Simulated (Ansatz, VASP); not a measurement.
Given: the input of a run of Ansatz 0.2.0 on CsPbCl3.

The input input.yaml:

```yaml
crystal:
  lattice:
    - [5.5673814169, 0.0, 0.0]
    - [0.0, 5.5673814169, 0.0]
    - [0.0, 0.0, 5.5673814169]
  atoms:
    - { symbol: Pb, position: [0.5, 0.5, 0.5] }
    - { symbol: Cs, position: [0.0, 0.0, 0.0] }
    - { symbol: Cl, position: [0.5, 0.0, 0.5] }
    - { symbol: Cl, position: [0.0, 0.5, 0.5] }
    - { symbol: Cl, position: [0.5, 0.5, 0.0] }
hamiltonian:
  xc: pbesol
  pseudopotentials: { kind: paw }
kpoints:
  mp_grid: { grid: [5, 5, 5] }
scf:
  occupations: { method: fermi_dirac, width: 0.05 }
output:
  forces: true
  stress: true
  eigenvalues: true
```

Potentials or basis: Ansatz PAW.

Command:

```bash
$ ansatz run input.yaml --threads 1 --pin off --max-ram 3584MiB --backend cpu --events-out ev --progress --plain --runs-dir out
```

**Question.** Set up the same calculation for VASP 6.6.1. Potentials there: VASP PAW PBE potentials, release 64 (Pb_d, Cs_sv, Cl).

**Answer.** As run (the cutoff follows the program's own potentials):

INCAR

```
PREC = Accurate
ENCUT = 520
EDIFF = 1E-7
ISMEAR = -1
SIGMA = 0.05
LREAL = F
LASPH = T
NELM = 80
ALGO = Normal
ISIF = 2
LWAVE = F
LCHARG = F
GGA = PS
NBANDS = 30
KPAR = 2
```

Contents of KPOINTS:

```
regular mesh
0
Gamma
  5 5 5
```

Contents of POSCAR:

```
CsPbCl3
1.0
    5.5673814169      0.0000000000      0.0000000000
    0.0000000000      5.5673814169      0.0000000000
    0.0000000000      0.0000000000      5.5673814169
Pb Cs Cl
1 1 3
Direct
    0.5000000000      0.5000000000      0.5000000000
    0.0000000000      0.0000000000      0.0000000000
    0.5000000000      0.0000000000      0.5000000000
    0.0000000000      0.5000000000      0.5000000000
    0.5000000000      0.5000000000      0.0000000000
```

Potentials or basis: VASP PAW PBE potentials, release 64 (Pb_d, Cs_sv, Cl).

Launch:

```sh
$ cat potpaw_PBE.64/Pb_d/POTCAR potpaw_PBE.64/Cs_sv/POTCAR potpaw_PBE.64/Cl/POTCAR > POTCAR
$ mpirun -np 2 vasp_std > vasp.out
```

Both were run:

|  | VASP | Ansatz | Ansatz less VASP |
| --- | --- | --- | --- |
| gap on the k mesh at the Fermi level (eV) | 2.81 | 2.81 | -0.008 |
| least direct gap on the mesh (eV) | 2.81 | 2.81 | -0.008 |
| pressure (GPa) | 0.7 | 0.7 | +0.03 |

Caveats: spin-orbit coupling is left out, which as a rule narrows the gap of such compounds by several tenths of an eV; the PAW data sets were made with another functional, which shifts forces and pressure a little (VASP); an odd mesh through Γ misses points on the zone boundary, where band edges often lie (VASP); odd divisions of the mesh miss points on the zone boundary, where band edges often lie, so the gap on the mesh can be too wide (Ansatz); the PAW data sets come from PBE, with cores solved anew for the run's functional, which leaves a small shift of forces and pressure (Ansatz).
